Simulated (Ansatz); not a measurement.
# Si2Mo (I4/mmm) in Ansatz: a series of runs, part 2 of 2

Ansatz 0.2.0. Earlier steps stand in the parts before.

### Step 4. Electron localisation function, BLYP+D3(BJ) (volume scaled by 0.92)

Contents of input.yaml:

```yaml
crystal:
  lattice: { a: 3.11228424, b: 3.11228424, c: 7.64552076, alpha: 90.0, beta: 90.0, gamma: 90.0 }
  space_group: 139
  reduce_to_primitive: true
  atoms:
    - { symbol: Mo, wyckoff: "2a", position: [0.0, 0.0, 0.0] }
    - { symbol: Si, wyckoff: "4e", position: [0.5, 0.5, 0.167] }
hamiltonian:
  xc: blyp
  pseudopotentials: { kind: paw, source: jth }
  dispersion: d3bj
kpoints:
  mp_grid: { grid: [12, 12, 12] }
scf:
  occupations: { method: cold, width: 0.15 }
output:
  forces: true
  stress: true
  eigenvalues: true
  write_density: true
  write_potential: true
  elf: true
  volumetric_format: npy
```

Potentials or basis: JTH PAW.

Run with:

```
> ansatz run input.yaml --threads 2 --pin off --max-ram 5120MiB --backend cpu --events-out ev --progress --plain --runs-dir out
```

Log:

```text
Warning: the checks of this Mo dataset prove no rule for summing its radial tables, as where they were carried onto another mesh than they were made on, and Gregory's rule is taken, under which a leading mesh point left out moves its sums only by what lay on the interval it spanned. That does not make them correct, and they differ from Quantum ESPRESSO's on this file; a re-export a fraction of a mesh step off can move them. hamiltonian.pseudopotentials.radial_quadrature: simpson_from_first_knot sums it by `pw.x`'s rule; on a PAW file no value gives `pw.x`'s numbers. What more to know: hamiltonian.pseudopotentials.radial_quadrature, in the input reference
Warning: the checks of this Si dataset prove no rule for summing its radial tables, as where they were carried onto another mesh than they were made on, and Gregory's rule is taken, under which a leading mesh point left out moves its sums only by what lay on the interval it spanned. That does not make them correct, and they differ from Quantum ESPRESSO's on this file; a re-export a fraction of a mesh step off can move them. hamiltonian.pseudopotentials.radial_quadrature: simpson_from_first_knot sums it by `pw.x`'s rule; on a PAW file no value gives `pw.x`'s numbers. What more to know: hamiltonian.pseudopotentials.radial_quadrature, in the input reference
Warning: RAYON_NUM_THREADS=2 ignored (pool sized by the plan → 2); use --threads N
crystal.space_group: 139 is read as I4/mmm: the typed cell holds Mo2Si4 (Mo 2a, Si 4e). Least distances (Å): Mo–Mo 3.112, Mo–Si 2.544, Si–Si 2.540
crystal.space_group generates its sites in this order, which a site index counts, at these fractional coordinates of the primitive cell where crystal.reduce_to_primitive is true, and else of the cell that is read (crystal.supercell repeats the list replica by replica, and crystal.defects acts on that): 0: Mo [0.000000, 0.000000, 0.000000]; 1: Si [0.667000, 0.667000, 0.000000]; 2: Si [0.333000, 0.333000, 0.000000];
Engine: ansatz 0.2.0, aarch64-unknown-linux-gnu
Pseudopotentials: kind: paw
Pseudopotential: Mo, paw, valence charge 14, recommended cutoff 1800 eV (normal), Mo.paw.azcp
Pseudopotential: Si, paw, valence charge 4, recommended cutoff 390 eV (normal), Si.paw.azcp
Functional definition: BLYP
  parameter beta = 0.0042
  parameter a = 0.04918
  parameter b = 0.132
  parameter c = 0.2533
  parameter d = 0.349
  exchange = b88_x(beta = beta)
  correlation = lyp_c(a = a, b = b, c = c, d = d)
Crystal: 3 atoms, lattice volume = 37.028 Å³
Basis set: ecut = 1800 eV, 6387 PW (Γ), exchange–correlation on 150×150×150 points (8 copies of the dense FFT grid, shifted against one another)
Bands: 15, of which v1, the nominal top of the filled ones, is band 11 counted from 1 (10 counted from 0)
Symmetry: 16 space group operations
Space group: I4/mmm (ITA 139), of the structure as read, at distance tolerance 3.3e-5 Å
k-points: 163 of 1728
Non-local potential: Mo, projectors of the file, l = 0: 2, l = 1: 2, l = 2: 2
Non-local potential: Si, projectors of the file, l = 0: 2, l = 1: 2
PAW form: soft (Blöchl's): semilocal exchange-correlation on the pseudo side does not see the compensation charge
PAW frozen core: Mo, regenerated for the run's functional, and the local potential with it (the file was generated under x = pbe(κ = 0.804, μ = 0.2195149727645171), c = pbe(β = 0.06672455060314922))
PAW frozen core: Si, regenerated for the run's functional, and the local potential with it (the file was generated under x = pbe(κ = 0.804, μ = 0.2195149727645171), c = pbe(β = 0.06672455060314922))
PAW one-centre angular grid: Mo, 590 points (default); XC on 64 Gauss nodes
PAW one-centre angular grid: Si, 110 points (default); XC on 93 of its mesh's 825 points in the sphere
Initial density: superposition of atomic densities (chi_scale 0.1, normalization cell, long waves kept (reshape's long-wave potential 0.00 eV rms))
Initial wavefunctions: pseudopotential atomic-orbital guess
Functional: x = b88, c = lyp
SCF iter   1: F=—  HF=-6248.071858 eV  |F-HF|=—  |Δ(HF+E_count)|=         —  Δρ=9.04e-2  dr2=4.40e0  ethr=3.10e-3  ⟨swp⟩=8.7  Hψ=19514  notcnv=0
preconditioner: auto → Kerker (q_TF=auto, 2.502 Å⁻¹)  [metal: Δε(μ)=0.077 eV  Ē_g=8.546 eV  σ=0.150 eV  W_gap=0.37  n_scr=10 (ndim 8)  ℏωp=22.8 eV  f_vac=0.004  D(μ)=0.25/eV (n_scr^D=0)]
SCF iter   2: F=—  HF=-6247.155888 eV  |F-HF|=—  |Δ(HF+E_count)|=   9.16e-1  S|Δr|=    0.00e0  Δρ=3.25e-2  dr2=3.57e-1  ethr=3.10e-3  ⟨swp⟩=2.2  Hψ=5963  notcnv=0  defer=5
SCF iter   3: F=—  HF=-6247.119794 eV  |F-HF|=—  |Δ(HF+E_count)|=   3.61e-2  S|Δr|=    0.00e0  Δρ=1.39e-2  dr2=5.39e-2  ethr=1.62e-3  ⟨swp⟩=2.4  Hψ=4158  notcnv=0  defer=5
SCF iter   4: F=—  HF=-6247.133048 eV  |F-HF|=—  |Δ(HF+E_count)|=   1.33e-2  S|Δr|=    0.00e0  Δρ=4.40e-3  dr2=7.51e-3  ethr=2.45e-4  ⟨swp⟩=2.2  Hψ=3945  notcnv=0  defer=1
SCF iter   5: F=—  HF=-6247.132267 eV  |F-HF|=—  |Δ(HF+E_count)|=   7.81e-4  S|Δr|=    0.00e0  Δρ=5.57e-4  dr2=7.32e-5  ethr=3.41e-5  ⟨swp⟩=2.9  Hψ=4536  notcnv=0
SCF iter   6: F=—  HF=-6247.132397 eV  |F-HF|=—  |Δ(HF+E_count)|=   1.30e-4  S|Δr|=    0.00e0  Δρ=7.37e-5  dr2=1.62e-6  ethr=3.33e-7  ⟨swp⟩=4.2  Hψ=5704  notcnv=0
SCF iter   7: F=—  HF=-6247.132400 eV  |F-HF|=—  |Δ(HF+E_count)|=   2.55e-6  S|Δr|=    0.00e0  Δρ=2.90e-5  dr2=4.03e-7  ethr=4.55e-10  ⟨swp⟩=18.8  Hψ=34732  notcnv=0
SCF iter   8: F=-6247.132400 eV  HF=-6247.132400 eV  |F-HF|=3.54e-8  |Δ(HF+E_count)|=   8.55e-8  S|Δr|=    0.00e0  Δρ=1.09e-5  dr2=5.96e-8  ethr=4.55e-10  ⟨swp⟩=10.0  Hψ=20048  notcnv=0
SCF 1 converged in 8 iterations: F = -6247.132400 eV  dr2 = 5.96e-8
SCF converged after 8 iterations
Stability not checked: this state was not tested for a lower state beside it, because cold or Methfessel-Paxton smearing, or corrected tetrahedra, fill the levels in a way that the test cannot read (fill_not_monotonic; see scf.lower_state_search)
Free energy (F): -6247.132400 eV
Harris-Foulkes:  -6247.132400 eV  (|F-HF|=3.54e-8)
Internal energy: -6247.132094 eV  (E = F + TS)
E sigma→0 (E₀):  -6247.132298 eV
Entropy (-TS):   -0.000305 eV (-0.102 meV/atom)
Fermi energy:    17.982186 eV
--- Per-component energies (eV) ---
  E_band       = -5.838864
  E_kinetic    = 364.080186
  E_local      = -1226.225334  (includes V_loc(G=0)·N_el)
  E_nonlocal   = 506.282974
  E_hartree    = 434.542167
  E_xc         = -237.165527
  E_vxc        = -232.928853  (∫ρ·V_xc dr)
  E_paw        = -4328.825705  (= ΣΔE_a)
  E_vpaw       = -286.123191  (= ΣTr[D̂ρ^β])
  E_aug_tail   = 0.000021  (compensation charges beyond the density's cutoff)
  E_ewald      = -1755.646450
  E_disp       = -4.292254  (pairwise vdW)
  E_core_change = 0.117828  (= ΣΔE_core)
  E_smearing   = -0.000305  (= −TS)
  E_closure    = 0.000000  (closes the sum)
  Σ components = -6247.132400   (vs F -6247.132400, Δ=0.00e0)
--- Forces (eV/Å), atoms counted from 1 ---
  atom   1  Mo    -0.00000000     0.00000000    -0.00000000
  atom   2  Si     0.00000000    -0.00000000    -0.17045451
  atom   3  Si     0.00000000     0.00000000     0.17045451
  max |Σ_I F_I| component: 2.78e-17 eV/Å
--- Stress (GPa, compression-positive) ---
       14.628917      -0.000000      -0.000000
       -0.000000      14.628917      -0.000000
       -0.000000      -0.000000      14.157484
  P = ⅓ Tr σ = 14.4718 GPa (144.718 kbar)
--- Band table (eV; the first three rows and the last of 163) ---
  k-point 0: bands = ["-42.7064", "-16.9154", "-16.7698", "-16.7698", "3.9364", "11.2225", "14.6153", "14.6881", "15.0801", "15.0801", "18.4069", "21.2359", "21.5317", "21.9132", "21.9132"]
  k-point 1: bands = ["-42.7028", "-16.9107", "-16.7929", "-16.7892", "4.1665", "11.4300", "13.7674", "14.5242", "14.7725", "15.9881", "17.5842", "20.9179", "21.6858", "21.7121", "22.0223"]
  k-point 2: bands = ["-42.6931", "-16.8980", "-16.8532", "-16.8421", "4.8311", "11.9333", "12.9905", "13.4083", "15.0346", "16.0275", "16.6002", "20.6098", "21.7292", "22.0132", "22.2014"]
  k-point 162: bands = ["-42.7054", "-16.9524", "-16.7722", "-16.7722", "5.9192", "7.5906", "14.1745", "15.5188", "17.3114", "17.3114", "17.4581", "17.4581", "18.5628", "22.8935", "23.9571"]
```

rho_z.tsv:

```text
# z_ang	rho[e/angstrom^3]
# format = ansatz-planar-average/11
# lattice	-1.556142120	1.556142120	3.822760380
# lattice	1.556142120	-1.556142120	3.822760380
# lattice	1.556142120	1.556142120	-3.822760380
# sites	3
# site	42	0.000000000	0.000000000	0.000000000
# site	14	0.000000000	0.000000000	5.099562347
# site	14	0.000000000	0.000000000	2.545958413
0.000000	9.346440e-1
0.058813	9.331920e-1
0.117626	9.288529e-1
0.176439	9.216768e-1
0.235252	9.117455e-1
0.294065	8.991710e-1
[... 67 lines left out ...]
4.293344	9.288529e-1
4.352157	9.331920e-1
```

v_z.tsv:

```text
# z_ang	v_es[eV]	v_tot[eV]
# format = ansatz-planar-average/11
# xc	blyp
# density_cutoff_ev	10800
# datasets	Mo=:gregory:soft:shift=71757	Si=:gregory:soft:shift=-711927
# lattice	-1.556142120	1.556142120	3.822760380
# lattice	1.556142120	-1.556142120	3.822760380
# lattice	1.556142120	1.556142120	-3.822760380
# sites	3
# site	42	0.000000000	0.000000000	0.000000000
# site	14	0.000000000	0.000000000	5.099562347
# site	14	0.000000000	0.000000000	2.545958413
0.000000	-8.381935e0	-2.253123e1
0.058813	-8.332140e0	-2.247319e1
0.117626	-8.182980e0	-2.229934e1
0.176439	-7.936158e0	-2.201154e1
0.235252	-7.593816e0	-2.161220e1
0.294065	-7.159574e0	-2.110534e1
[... 67 lines left out ...]
4.293344	-8.182980e0	-2.229934e1
4.352157	-8.332140e0	-2.247319e1
```

It took 28 s on 2 threads of Arm Neoverse V2, shared host; peak memory 1.1 GiB.

Results:

- Free energy: -6247.1324 eV
- Pressure: 14.5 GPa
- Largest force: 0.170 eV/Å
- Band gap on the k mesh: none (metal or under the smearing width)

Forces on the atoms (eV/Å):
```
Mo   0.000  0.000  0.000
Si   0.000  0.000 -0.170
Si   0.000  0.000  0.170
```

Stress tensor (GPa, compression positive):
```
14.63  0.00  0.00
 0.00 14.63  0.00
 0.00  0.00 14.16
```

Levels at points of the mesh, in eV from the Fermi level:
```tsv
k point	band 8	band 9	band 10	band 11	band 12	band 13	band 14	band 15
(0.00, 0.00, 0.00)	-3.29	-2.90	-2.90	0.42	3.25	3.55	3.93	3.93
(0.00, 0.00, -0.50)	-5.33	-4.77	-3.36	-0.96	2.61	3.08	3.32	3.57
(0.00, -0.50, 0.00)	-4.60	-2.86	-2.76	-0.61	2.55	3.16	4.55	4.63
(-0.50, -0.50, -0.50)	-2.46	-0.67	-0.67	-0.52	-0.52	0.58	4.91	5.97
```

Caveat: pairwise dispersion overbinds metals, which lowers pressure and volume.

### Step 5. Electron localisation function, r2SCANh+D3(BJ)

Contents of input.yaml:

```yaml
crystal:
  lattice: { a: 3.2, b: 3.2, c: 7.861, alpha: 90.0, beta: 90.0, gamma: 90.0 }
  space_group: 139
  reduce_to_primitive: true
  atoms:
    - { symbol: Mo, wyckoff: "2a", position: [0.0, 0.0, 0.0] }
    - { symbol: Si, wyckoff: "4e", position: [0.5, 0.5, 0.167] }
hamiltonian:
  xc: r2scanh
  pseudopotentials: { kind: paw, source: ansatz }
  dispersion: d3bj
kpoints:
  mp_grid: { grid: [6, 6, 6] }
scf:
  occupations: { method: cold, width: 0.05 }
output:
  forces: true
  stress: true
  eigenvalues: true
  write_density: true
  write_potential: true
  elf: true
  volumetric_format: npy
```

Potentials or basis: Ansatz PAW earlier set.

Run with:

```
> ansatz run input.yaml --threads 2 --pin off --max-ram 5120MiB --backend cpu --events-out ev --progress --plain --runs-dir out
```

Wall time 45 s (2 threads of Arm Neoverse V2, shared host); peak memory 2.2 GiB.

Results (log left out):

| Item | Value |
| --- | --- |
| Free energy | -6248.0661 eV |
| Pressure | -7.2 GPa |
| Largest force | 0.412 eV/Å |
| Band gap on the k mesh | 0.49 eV |

Forces in eV/Å, atoms in the order of the input:
```
Mo   0.000  0.000  0.000
Si   0.000  0.000 -0.412
Si   0.000  0.000  0.412
```

Stress tensor (GPa, compression positive):
```
-6.26  0.00  0.00
 0.00 -6.26  0.00
 0.00  0.00 -9.12
```

Levels at points of the mesh, in eV from the valence-band top:
```
              k point  band 8  band 9  band 10  band 11  band 12  band 13  band 14  band 15
   (0.00, 0.00, 0.00)   -3.27   -3.08    -3.08     0.56     3.65     3.73     4.20     4.20
  (0.00, 0.00, -0.50)   -5.75   -5.06    -3.54    -1.49     3.13     3.47     3.62     3.87
  (0.00, -0.50, 0.00)   -5.09   -2.92    -2.91    -0.69     3.04     3.56     4.86     4.89
(-0.50, -0.50, -0.50)   -2.51   -0.73    -0.73    -0.61    -0.61     0.75     5.37     6.27
```

Caveat: the k mesh is coarse (spacing up to 0.46 Å⁻¹), so the values aren't converged, least of all with exact exchange; the PAW data sets come from PBE, with cores solved anew for the run's functional, which leaves a small shift of forces and pressure; the dispersion damping was fitted for another functional or another form of the correction; the thresholds are loose for stress.

### Step 6. Overview

```tsv
task	level	potentials or basis	spin	U	cell	k mesh	cutoff (eV)	smearing	hubbard projectors	double counting	mesh quality	gap on the mesh (eV)	pressure (GPa)	largest force (eV/Å)
atomic charges	revPBE+D4+U	PseudoDojo standard (PBE files)	SOC, no magnetisation	Mo d U = 1 eV	as given	12 × 12 × 12	1088	fixed	all-electron-atomic	fll	not flagged	none	-9.3	0.48
electron localisation function	BLYP+D3(BJ)	JTH PAW	off	-	volume scaled by 0.92	12 × 12 × 12	1800	cold 0.15 eV	-	-	not flagged	none	14.5	0.17
electron localisation function	r2SCANh+D3(BJ)	Ansatz PAW earlier set	off	-	as given	6 × 6 × 6	580	cold 0.05 eV	-	-	coarse	0.49	-7.2	0.41
```

Caveats: some runs use coarse meshes; pairwise dispersion overbinds metals, which lowers pressure and volume (some runs); the potentials were made for another functional, which shifts forces and pressure (some runs); U without spin polarisation on a metal has little footing (some runs); the U is typed as a test and isn't derived for this compound (some runs); the PAW data sets come from PBE, with cores solved anew for the run's functional, which leaves a small shift of forces and pressure (some runs); the dispersion damping was fitted for another functional or another form of the correction (some runs); the thresholds are loose for stress (some runs).

Absolute energies hang on the potentials; compare differences alone.
